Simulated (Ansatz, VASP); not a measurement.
SiC (Moissanite 3C) in VASP and in Ansatz

```
Si C
1.0
     0.00000    2.17900    2.17900
     2.17900    0.00000    2.17900
     2.17900    2.17900    0.00000
Si C
1 1
Direct
  0.00000 0.00000 0.00000
  0.75000 0.75000 0.75000
```

Alike in both runs: task single point; functional PBE; k mesh 10 × 10 × 10; occupations gaussian, width 0.029 eV; no spin polarisation.

|  | VASP | Ansatz |
| --- | --- | --- |
| version | VASP 6.6.1 | Ansatz 0.2.0 |
| potentials or method | VASP PAW PBE potentials, release 64 (Si, C) | Ansatz PAW |
| plane-wave cutoff (eV) | 520 | 420 |
| valence electrons in the cell | 8 | 8 |

```csv
,VASP,Ansatz,Ansatz less VASP
gap on the k mesh at the Fermi level (eV),1.36,1.36,+0.003
least direct gap on the mesh (eV),4.54,4.55,+0.004
pressure (GPa),3.2,3.3,+0.06
```

The functional is the same, so the differences come from potentials, cutoffs and numerics.

A k mesh can miss the band edges. A hybrid or GW would open this gap; PBE tends to underestimate it.
